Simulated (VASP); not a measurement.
Here is a VASP 6.6.1 calculation.

Contents of POSCAR:

```
TiO2
1.0
    4.5922200000      0.0000000000      0.0000000000
    0.0000000000      4.5922200000      0.0000000000
    0.0000000000      0.0000000000      2.9420300000
Ti O
2 4
Direct
    1.0000000000      0.0000000000      0.0000000000
    0.5000000000      0.5000000000      0.5000000000
    0.3043000000      0.3043000000      0.0000000000
    0.1957000000      0.8043000000      0.5000000000
    0.6957000000      0.6957000000      1.0000000000
    0.8043000000      0.1957000000      0.5000000000
```

INCAR.step1

```
SYSTEM = TiO2
PREC = Accurate ; ENCUT = 520
EDIFF = 1E-5 ; ISMEAR = 0
SIGMA = 0.02 ; LREAL = .FALSE.
LASPH = .TRUE. ; NELM = 80
ALGO = Normal ; ISIF = 2
LWAVE = .TRUE. ; LCHARG = .FALSE.
LMAXMIX = 4 ; NBANDS = 33
GGA = PE
```

The input INCAR.step2:

```
SYSTEM = TiO2
PREC = Accurate ; ENCUT = 520
EDIFF = 1E-7 ; ISMEAR = 0
SIGMA = 0.02 ; LREAL = .FALSE.
LASPH = .TRUE. ; NELM = 80
ALGO = Normal ; ISIF = 2
LWAVE = .FALSE. ; LCHARG = .FALSE.
LMAXMIX = 4 ; METAGGA = MBJ
NBANDS = 33 ; ISTART = 1
```

The input KPOINTS:

```
regular mesh
0
G
  6 6 10
  0 0 0
```

The input KPOINTS_OPT:

```
path GXMGZRAZ,XR,MA
10
line-mode
reciprocal
 0.0000000000  0.0000000000  0.0000000000  G
 0.0000000000  0.5000000000  0.0000000000  X

 0.0000000000  0.5000000000  0.0000000000  X
 0.5000000000  0.5000000000  0.0000000000  M

 0.5000000000  0.5000000000  0.0000000000  M
 0.0000000000  0.0000000000  0.0000000000  G

 0.0000000000  0.0000000000  0.0000000000  G
 0.0000000000  0.0000000000  0.5000000000  Z

 0.0000000000  0.0000000000  0.5000000000  Z
 0.0000000000  0.5000000000  0.5000000000  R

 0.0000000000  0.5000000000  0.5000000000  R
 0.5000000000  0.5000000000  0.5000000000  A

 0.5000000000  0.5000000000  0.5000000000  A
 0.0000000000  0.0000000000  0.5000000000  Z

 0.0000000000  0.5000000000  0.0000000000  X
 0.0000000000  0.5000000000  0.5000000000  R

 0.5000000000  0.5000000000  0.0000000000  M
 0.5000000000  0.5000000000  0.5000000000  A
```

Potentials or basis: VASP PAW PBE potentials, release 64 (Ti_sv, O).

The run is started by

```sh
$ cat potpaw_PBE.64/Ti_sv/POTCAR potpaw_PBE.64/O/POTCAR > POTCAR
$ cp INCAR.step1 INCAR
$ mpirun -np 1 vasp_std > vasp.out
$ cp INCAR.step2 INCAR
$ mpirun -np 1 vasp_std > vasp.out
```

(1) Predict the band gap on the k mesh.

(2) Predict the band gap along the path.

Answers

(1) 2.73 eV, indirect (least direct gap 2.74 eV).

(2) 2.73 eV, indirect (least direct gap 2.74 eV).

**Experimental background.**

From “Shallow Valence Band of Rutile GeO2 and P-type Doping”, 2020, arxiv:2011.08928, for a bulk crystal of TiO2 at 1.6 K: band gap 3.03 eV (direct).

Against the measured gap of TiO2, 3.03 eV (direct; 1.6 K; quoted in “Shallow Valence Band of Rutile GeO2 and P-type Doping”, 2020, arxiv:2011.08928), the calculated 2.73 eV is off by -0.30 eV. 2 values of this kind are on record in papers (3.03 to 3.05 eV); this one was drawn at random among those near their median. The value is that of TB-mBJ, without temperature or zero-point motion.
